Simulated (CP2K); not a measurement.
# AlN under changes of volume

One of the cells (10.417 Å³/atom); the others are scaled copies at fixed shape and fractional positions:

```xyz
2
Lattice="3.0886 0.0000 0.0000 1.5443 2.6748 0.0000 1.5443 0.8916 2.5219" Properties=species:S:1:pos:R:3 pbc="T T T"
Al    0.0000    0.0000    0.0000
N     1.5443    0.8916    0.6305
```

Measurements of this composition are mostly on another form, of space group No. 186.

```yaml
Program: CP2K 2026.2
Functional: LDA
Potentials_or_basis: GTH_POTENTIALS Al GTH-PADE-q3, N GTH-PADE-q5; TZVP-MOLOPT-PBE-GTH basis
Density_cutoff: 6123 eV
k_mesh: 10 × 10 × 10
Occupations: fermi-dirac, width 0.01 eV
Spin: no spin polarisation
```

```csv
volume (Å³/atom),energy over the lowest point (meV/atom),pressure (GPa),gap on the mesh (eV)
9.792,?,?,?
10.001,1.41,3.3,3.27
10.209,0.00,-1.0,3.26
10.417,3.91,-4.9,3.25
10.626,12.65,-8.5,3.24
10.834,25.77,-11.7,3.23
11.042,42.92,-14.6,3.22
```

Problem. What does the run at 9.792 Å³/atom give?

Solution. Energy over the lowest point 8.68 meV/atom; pressure 8.0 GPa; gap on the mesh 3.28 eV.

Worked out: A Birch-Murnaghan fit of order 3 (a polynomial in V^(-2/3)) to the other rows has its minimum at 10.16 Å³/atom with B0 = V·E''(V) = 203 GPa and B' = 3.5. It gives 8.63 meV/atom at 9.792 Å³/atom, against the run's 8.68, and -dE/dV = 7.9 GPa, against 8.0. A straight line through the other rows of the gap, of slope -0.505 eV per unit of ln V, extrapolates to 3.28 eV, against the run's 3.28.

Energies are extrapolated to zero smearing.

Caveats: the basis of atomic orbitals isn't converged, which shifts pressures, moduli and gaps.

A mesh can miss the band edges.
